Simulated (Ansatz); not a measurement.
# Mn (Mn, omega (AlB2-type)): the cost of one run

Computed with Ansatz 0.2.0 (DFT RPBE, plane waves (420 eV) with PAW, scalar-relativistic; the PAW data stem from PBE, with regenerated cores, unless a step says otherwise).

## Step 1: The structure to begin with

Symmetry: P6/mmm, No. 191, hexagonal system. The conventional cell has a = 4.049 Å, b = 4.049 Å, c = 2.482 Å, α = 90.00°, β = 90.00°, γ = 120.00°. Mn (site symmetry 6/mmm) has 14 Mn at 2.48 to 2.65 Å as nearest neighbours. Around Mn (site symmetry -6m2) lie 11 Mn at 2.34 to 2.65 Å.

As a file:

```cif
data_structure
_symmetry_space_group_name_H-M 'P 1'
_symmetry_Int_Tables_number 1
_cell_length_a 4.0493
_cell_length_b 4.0493
_cell_length_c 2.4822
_cell_angle_alpha 90.000
_cell_angle_beta 90.000
_cell_angle_gamma 120.000
_cell_volume 35.25
loop_
_atom_site_label
_atom_site_type_symbol
_atom_site_fract_x
_atom_site_fract_y
_atom_site_fract_z
_atom_site_occupancy
Mn1 Mn 0.00000 0.00000 0.00000 1
Mn2 Mn 0.33333 0.66667 0.50000 1
Mn3 Mn 0.66667 0.33333 0.50000 1
```

Starting moments (μB): +3 ×3.

## Step 2: Geometry optimisation

Contents of input.yaml:

```yaml
crystal:
  lattice:
    - [4.0493320461, 0.0, 0.0]
    - [-2.024666023, 3.5068244202, 0.0]
    - [0.0, 0.0, 2.4822405442]
  atoms:
    - { symbol: Mn, position: [0.0, 0.0, 0.0], spin: 3.0 }
    - { symbol: Mn, position: [0.3333333333, 0.6666666667, 0.5], spin: 3.0 }
    - { symbol: Mn, position: [0.6666666667, 0.3333333333, 0.5], spin: 3.0 }
hamiltonian:
  xc: rpbe
  pseudopotentials:
    kind: paw
    azcp:
      Mn: "pseudopotentials/Mn.paw.azcp"
basis:
  ecutwfc: 420
  fft_grid_basis: typed
kpoints:
  mp_grid: { grid: [9, 9, 13], shift: [0, 0, 0] }
magnetization:
  spin_polarized: true
scf:
  occupations: { method: fermi_dirac, width: 0.05 }
relax:
  max_steps: 60
  f_tol: 0.01
  cell: {}
```

Run with:

```
$ ansatz run input.yaml --threads 2 --pin off --max-ram 5120MiB --backend cpu --events-out ev --progress --plain --runs-dir out
```

What time and memory should one allow on 2 threads of Intel Xeon Platinum 8559C (Emerald Rapids), shared host?

About 91 s, with a peak of 0.52 GiB.
